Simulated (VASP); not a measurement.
# TiSe2 in VASP: a series of runs, part 2 of 3

VASP 6.6.1. Earlier steps stand in the parts before.

## 3. Relaxation of cell and atoms, PBEsol

The COD entry that gives the cell may itself be a prediction, so a difference from it is no test against experiment.

This run uses another cell than the first one, of 76.03 Å³/atom, 1.067 times its volume.

INCAR reads:

```
SYSTEM = TiSe2
PREC     = Accurate       ! precision mode
ENCUT    = 600            ! plane-wave cutoff, eV
EDIFF    = 1E-6           ! SCF threshold, eV
ISMEAR   = 0              ! smearing method
SIGMA    = 0.03           ! smearing width, eV
LREAL    = .False.        ! projectors in reciprocal space
LASPH    = .True.         ! aspherical terms in the spheres
NELM     = 80             ! most SCF steps
ALGO     = Normal         ! electronic algorithm
ISIF     = 3              ! what is computed and relaxed
LWAVE    = .False.        ! write WAVECAR
LCHARG   = .False.        ! write CHGCAR
GGA      = PS             ! functional
IBRION   = 2              ! ionic algorithm
NSW      = 90             ! ionic steps
EDIFFG   = -0.01          ! ionic threshold
LATTICE_CONSTRAINTS= .TRUE. .TRUE. .FALSE.
```

KPOINTS reads:

```
Automatic mesh
0
Gamma
  12 12 1
  0 0 0
```

POSCAR reads:

```
TiSe2
1.0
    3.5360000000      0.0000000000      0.0000000000
   -1.7680000000      3.0622658300      0.0000000000
    0.0000000000      0.0000000000     21.0644416000
Se Ti
2 1
Direct
    0.6666666700      0.3333333300      0.4272603200
    0.3333333300      0.6666666700      0.5727396800
    0.0000000000      0.0000000000      0.5000000000
```

Potentials or basis: VASP PAW PBE potentials, release 64 (Se, Ti_sv).

The run is started by

```bash
$ cat potpaw_PBE.64/Se/POTCAR potpaw_PBE.64/Ti_sv/POTCAR > POTCAR
$ mpirun -np 1 vasp_std > vasp.out
```

OUTCAR:

```text
SYSTEM = TiSe2
   PREC = Accurate
   ENCUT = 600
   EDIFF = 1E-6
   ISMEAR = 0
   LREAL = .False.
   LASPH = .True.
   NELM = 80
   ISIF = 3
   GGA = PS
   IBRION = 2
   NSW = 90
   EDIFFG = -0.01

 ion  position               nearest neighbor table
   1  0.667  0.333  0.427-   3 2.55   3 2.55   3 2.55
   2  0.333  0.667  0.573-   3 2.55   3 2.55   3 2.55
   3  0.000  0.000  0.500-   1 2.55   2 2.55   1 2.55   2 2.55   1 2.55   2 2.55

  LATTYP: Found a hexagonal cell.
 ALAT       =     3.5360000000
 C/A-ratio  =     5.9571384615

  Lattice vectors:

 A1 = (   3.5360000000,   0.0000000000,   0.0000000000)
 A2 = (  -1.7680000000,   3.0622658300,   0.0000000000)
 A3 = (   0.0000000000,   0.0000000000,  21.0644416000)

Analysis of symmetry for initial positions (statically):
=====================================================================
 Subroutine PRICEL returns:
 Original cell was already a primitive cell.

 Routine SETGRP: Setting up the symmetry group for a
 hexagonal supercell.

 Subroutine GETGRP returns: Found 12 space group operations
 (whereof 12 operations were pure point group operations)
 out of a pool of 24 trial point group operations.

The static configuration has the point symmetry D_3d.

Analysis of symmetry for dynamics (positions and initial velocities):
=====================================================================
 Subroutine PRICEL returns:
 Original cell was already a primitive cell.

 Routine SETGRP: Setting up the symmetry group for a
 hexagonal supercell.

 Subroutine GETGRP returns: Found 12 space group operations
 (whereof 12 operations were pure point group operations)
 out of a pool of 24 trial point group operations.

The dynamic configuration has the point symmetry D_3d.

 Subroutine INISYM returns: Found 12 space group operations
 (whereof 12 operations are pure point group operations),
 and found     1 'primitive' translations

----------------------------------------------------------------------------------------

                                     Primitive cell

  volume of cell :     228.0894

  direct lattice vectors                    reciprocal lattice vectors
     3.536000000  0.000000000  0.000000000     0.282805430  0.163277791  0.000000000
    -1.768000000  3.062265830  0.000000000     0.000000000  0.326555582  0.000000000
     0.000000000  0.000000000 21.064441600     0.000000000  0.000000000  0.047473369

  length of vectors
     3.536000000  3.536000002 21.064441600     0.326555582  0.326555582  0.047473369

  position of ions in fractional coordinates (direct lattice)
     0.666666670  0.333333330  0.427260320
     0.333333330  0.666666670  0.572739680
     0.000000000  0.000000000  0.500000000

  ion indices of the primitive-cell ions
   primitive index   ion index
                 1           1
                 2           2
                 3           3

----------------------------------------------------------------------------------------

 KPOINTS: Automatic mesh

Automatic generation of k-mesh.
 Grid dimensions read from file:
 generate k-points for:   12   12    1

 Generating k-lattice:

  Cartesian coordinates                     Fractional coordinates (reciprocal lattice)
     0.023567119  0.013606483  0.000000000     0.083333333  0.000000000  0.000000000
     0.000000000  0.027212965  0.000000000     0.000000000  0.083333333  0.000000000
     0.000000000  0.000000000  0.047473369     0.000000000  0.000000000  1.000000000

  Length of vectors
     0.027212965  0.027212965  0.047473369

  Shift w.r.t. Gamma in fractional coordinates (k-lattice)
     0.000000000  0.000000000  0.000000000

 Subroutine IBZKPT returns following result:
 ===========================================

 Found     19 irreducible k-points:

 Following reciprocal coordinates:
            Coordinates               Weight
  0.000000  0.000000  0.000000      1.000000
  0.083333  0.000000  0.000000      6.000000
  0.166667  0.000000  0.000000      6.000000
  0.250000  0.000000  0.000000      6.000000
  0.333333 -0.000000  0.000000      6.000000
  0.416667  0.000000  0.000000      6.000000
[... 11 lines left out ...]
  0.333333  0.250000  0.000000     12.000000
  0.333333  0.333333  0.000000      2.000000
   k-points           NKPTS =     19   k-points in BZ     NKDIM =     19   number of bands    NBANDS=     16
   number of dos      NEDOS =    301   number of ions     NIONS =      3
   total plane-waves  NPLWV = 131712
   dimension x,y,z NGX =    28 NGY =   28 NGZ =  168
   dimension x,y,z NGXF=    56 NGYF=   56 NGZF=  336
   ions per type =               2   1
   NGX,Y,Z   is equivalent  to a cutoff of  13.16, 13.16, 13.26 a.u.
   NGXF,Y,Z  is equivalent  to a cutoff of  26.33, 26.33, 26.52 a.u.
 SYSTEM =  TiSe2
   PREC   = accura    normal or accurate (medium, high low for compatibility)
   ISTART =      0    job   : 0-new  1-cont  2-samecut
   ICHARG =      2    charge: 1-file 2-atom 10-const
   ISPIN  =      1    spin polarized calculation?
   LNONCOLLINEAR =      F non collinear calculations
   LSORBIT =      F    spin-orbit coupling
   LASPH  =      T    aspherical Exc in radial PAW
   ENCUT  =  600.0 eV  44.10 Ry    6.64 a.u.   7.06  7.06 42.07*2*pi/ulx,y,z
   NELM   =     80;   NELMIN=  2; NELMDL= -5     # of ELM steps
   EDIFF  = 0.1E-05   stopping-criterion for ELM
   LREAL  =      F    real-space projection
   EDIFFG = -.1E-01   stopping-criterion for IOM
   NSW    =     90    number of steps for IOM
   IBRION =      2    ionic relax: 0-MD 1-quasi-New 2-CG
   NFREE  =      1    steps in history (QN), initial steepest desc. (CG)
   ISIF   =      3    stress and relaxation
   ISYM   =      2    0-nonsym 1-usesym 2-fastsym
   POTIM  = 0.5000    time-step for ionic-motion
   TEBEG  =    0.0;   TEEND  =   0.0 temperature during run
   PSTRESS=    0.0 pullay stress
   NELECT =      24.0000    total number of electrons
   NUPDOWN=      -1.0000    fix difference up-down
   EMIN   =  10.00;   EMAX   =-10.00  energy-range for DOS
   EFERMI =   0.00;   METHOD = LEGACY
   ISMEAR =     0;   SIGMA  =   0.03  broadening in eV -4-tet -1-fermi 0-gaus
   EFERMI_NEDOS =   21; number of points for ismear=-14 and -15
   IALGO  =     38    algorithm
   IMIX   =      4    mixing-type and parameters
     AMIX     =   0.40;   BMIX     =  1.00
     AMIX_MAG =   1.60;   BMIX_MAG =  1.00
  volume/ion in A,a.u.               =      76.03       513.07
  Fermi-wavevector in a.u.,A,eV,Ry     =   0.772877  1.460525  8.127282  0.597338
  Thomas-Fermi vector in A             =   1.874602
   LORBIT       =      0    0 simple, 1 ext, 2 COOP (PROOUT), +10 PAW based schemes
   GGA     = PS    functional components
   LHFCALC =     F    Hartree Fock is set to
   AEXX    =    0.0000 exact exchange contribution
   IVDW    =     0    specifies the selected vdW correction
   LEPSILON=     F    determine dielectric tensor
   LRPA    =     F    only Hartree local field effects (RPA)
 conjugate gradient relaxation of ions
 non-spin polarized calculation
 Gauss-broadening in eV      SIGMA  =   0.03
  energy-cutoff  :      600.00
  volume of cell :      228.09
 maximum number of plane-waves:      7650
   NGX = 15   NGY = 15   NGZ = 85

--------------------------------------- Ionic step        1  -------------------------------------------

 number of electron      24.0000001 magnetization

 Free energy of the ion-electron system (eV)
  ---------------------------------------------------
  ext. energy  EPLUGINS =         0.00000000
  ---------------------------------------------------
  free energy    TOTEN  =       -19.35518110 eV

  energy without entropy =      -19.35457366  energy(sigma->0) =      -19.35487738

------------------------ aborting loop because EDIFF is reached ----------------------------------------

  FORCE on cell =-STRESS in cart. coord.  units (eV):
  Direction    XX          YY          ZZ          XY          YZ          ZX
  --------------------------------------------------------------------------------------
  -------------------------------------------------------------------------------------
  Total       -1.0540052     -1.0540052     -0.3936026      0.0000000     -0.0000000      0.0000000
  in kB       -7.4036903     -7.4036903     -2.7647980      0.0000000     -0.0000000      0.0000000
  external PRESSURE =      -5.8573929 kB  Pullay stress =       0.0000000 kB
[... 207 lines left out ...]
  energy  without entropy=      -19.3761252142  energy(sigma->0) =      -19.37634688

--------------------------------------- Ionic step        7  -------------------------------------------

 number of electron      23.9999999 magnetization

 Free energy of the ion-electron system (eV)
  ---------------------------------------------------
  ext. energy  EPLUGINS =         0.00000000
  ---------------------------------------------------
  free energy    TOTEN  =       -19.37663516 eV

  energy without entropy =      -19.37619161  energy(sigma->0) =      -19.37641338

 E-fermi :  -2.3850     XC(G=0):  -3.4631

 val. band max:       -2.4055210364   @ k =   0.4167   0.0000   0.0000
 cond. band min:      -2.2969765601   @ k =   0.0833   0.0000   0.0000
 fundamental gap:      0.1085444764
 Fermi energy:        -2.3849670671

 k-point     1 :       0.0000    0.0000    0.0000
  band No.  band energies     occupation
      1     -59.5913      2.00000
      2     -35.9323      2.00000
      3     -35.9068      2.00000
      4     -35.9068      2.00000
      5     -16.1835      2.00000
      6     -15.2437      2.00000
[... 8 lines left out ...]
     15      -1.5698      0.00000
     16       1.3683      0.00000
[... 370 lines left out ...]
  FREE ENERGIE OF THE ION-ELECTRON SYSTEM (eV)
  ---------------------------------------------------
  free  energy   TOTEN  =       -19.3766351603 eV

  energy  without entropy=      -19.3761916081  energy(sigma->0) =      -19.37641338

 reached required accuracy - stopping structural energy minimisation
```

Wall time 7.9 min (1 thread of Intel Xeon Platinum 8259CL at 2.50GHz (Skylake/Cascade Lake), shared host); peak memory 0.44 GiB.

Results:

* Free energy: -19.3766 eV
* Relaxed volume: 72.70 Å³/atom
* Relaxed cell: a = 3.458 Å, b = 3.458 Å, c = 21.064 Å, α = 90.00°, β = 90.00°, γ = 120.00°
* Space group after relaxing (to 0.05 Å): P-3m1 (No. 164)
* Energy gained by relaxing: 7.2 meV/atom
* Ionic steps: 7
* Largest force after relaxing: 0.004 eV/Å
* Band gap on the k mesh: none (metal or under the smearing width)

Forces on the atoms (eV/Å):
```
Se   0.000  0.000 -0.004
Se   0.000  0.000  0.004
Ti   0.000  0.000  0.000
```

The path:
```csv
step,energy change (eV),largest force (eV/Å),pressure (GPa),volume (Å³)
1,0.0000,0.1258,-0.59,228.09
2,-0.0127,0.2678,0.32,220.42
3,-0.0141,0.1628,0.09,222.27
4,-0.0165,0.1404,0.07,221.36
5,-0.0213,0.0327,0.01,218.65
6,-0.0214,0.0128,0.01,217.79
7,-0.0215,0.0042,0.01,218.11
```

Final structure:
```xyz
3
Lattice="3.4578 0.0000 0.0000 -1.7289 2.9945 0.0000 0.0000 0.0000 21.0644" Properties=species:S:1:pos:R:3 pbc="T T T"
Se    1.7289    0.9982    8.9722
Se    0.0000    1.9963   12.0923
Ti    0.0000    0.0000   10.5322
```

Caveat: the PAW data sets were made with another functional, which shifts forces and pressure a little.

(Part 2 of 3 ends here.)
